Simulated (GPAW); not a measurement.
A run of GPAW 26.7.0 is set up as follows.

File run.py:

```python
from ase import Atoms
from ase.filters import FrechetCellFilter
from ase.io import write
from ase.optimize import FIRE
from gpaw import GPAW, PW, setup_paths

setup_paths.insert(0, '.')

atoms = Atoms(['In', 'As'],
              cell=[[0.0, 3.018, 3.018],
                    [3.018, 0.0, 3.018],
                    [3.018, 3.018, 0.0]],
              scaled_positions=[[0.0, 0.0, 0.0],
                                [0.75, 0.75, 0.75]],
              pbc=True)

calc = GPAW(mode=PW(600),
            xc='BLYP',
            kpts={'size': (8, 8, 8), 'gamma': True},
            occupations={'name': 'fermi-dirac', 'width': 0.05},
            nbands=18,
            convergence={'density': 1e-05, 'forces': 0.0001},
            eigensolver='davidson',
            maxiter=150,
            txt='gpaw.txt')
atoms.calc = calc
opt = FIRE(FrechetCellFilter(atoms), trajectory='relax.traj', logfile='-')
done = opt.run(fmax=0.05, steps=40)
calc.write('gs.gpw')
write('result.traj', atoms)
print('Converged:', done)
print('Cell:', atoms.cell.cellpar().round(4))
print('Volume:', round(atoms.get_volume(), 4))
print(atoms.get_scaled_positions().round(5))
```

Potentials or basis: PAW data sets generated in the run's folder for this functional, pw.

Launch:

```bash
$ gpaw-setup -f BLYP As In
$ OMP_NUM_THREADS=1 python run.py
```

(1) What does it give for the relaxed cell?

(2) Estimate the relaxed volume.

(3) Predict the band gap on the k mesh.

Results:

(1) a = 4.465 Å, b = 4.465 Å, c = 4.465 Å, α = 60.00°, β = 60.00°, γ = 60.00°.

(2) 31.46 Å³/atom.

(3) none (metal or under the smearing width).

Caveat: later steps reuse the first step's grids; the volume moved by +14 % from the deposited cell, more than functionals usually miss; this crystal is a semiconductor, whose small gap the functional closes, so the metal is an error of the method.
